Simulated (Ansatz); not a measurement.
A crystal relaxed with r2SCAN+rVV10 in the plane-wave code Ansatz has space group P-6m2 (No. 187) and a = 2.500 Å, c = 6.505 Å.

```json
{"atom": "B", "site": "1b", "x": "0.0000", "y": "0.0000", "z": "0.5000"}
{"atom": "B", "site": "1c", "x": "0.3333", "y": "0.6667", "z": "0.0000"}
{"atom": "Xx", "site": "1a", "x": "0.0000", "y": "0.0000", "z": "0.0000"}
{"atom": "Xx", "site": "1f", "x": "0.6667", "y": "0.3333", "z": "0.5000"}
```

With r2SCAN the valence top lies at H and the conduction bottom at M, 4.90 eV higher; the smallest vertical gap, at K, is 5.08 eV. With HSE06 the valence top lies at H and the conduction bottom at M, 5.67 eV higher; the smallest vertical gap, at K, is 5.86 eV. Meshes: r2SCAN 12×12×4, HSE06 9×9×4. r2SCAN's ε∞ is 4.5 along x and y, 2.7 along z.

Task: Which element is Xx?
A. P
B. N
C. Sb
D. Bi

Result: B. Xx is N: a 4-atom cell of BN started from a crystallographic database. B has 3 N at 1.44 Å; N has 3 B at 1.44 Å.

No spin polarisation and no zero-point or thermal motion.

The meshes of the hybrids are coarse, so their gaps aren't converged to the digits shown.
